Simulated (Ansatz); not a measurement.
## Se: from a first guess to the relaxed fcc type

First guess:

```
CELL_PARAMETERS angstrom
0.00000 1.77176 1.77176
1.77176 0.00000 1.77176
1.77176 1.77176 0.00000
ATOMIC_POSITIONS crystal
Se 0.00000 0.00000 0.00000
```

Method: DFT, PBE, PAW with Ansatz's default frozen-core files, scalar-relativistic in Ansatz 0.2.0.

Cell and atoms relax within the symmetry of the start on a 16×16×16 k mesh with 0.03 eV Fermi–Dirac smearing.

The start is built from a prototype, known or not as a phase of this compound; the cutoff is 420 eV.

(1) What is the pressure of the first guess?

(2) What does it relax to?

(3) How much energy does the relaxation release?

Answers

(1) 162.1 GPa.

(2) a = 4.332 Å, b = 4.332 Å, c = 4.332 Å, α = 90.00°, β = 90.00°, γ = 90.00° (conventional cell), 20.33 Å³ per atom:
```xyz
1
Lattice="0.0000 2.1662 2.1662 2.1662 0.0000 2.1662 2.1662 2.1662 0.0000" Properties=species:S:1:pos:R:3 pbc="T T T"
Se    0.0000    0.0000    0.0000
```

(3) 2715 meV/atom.
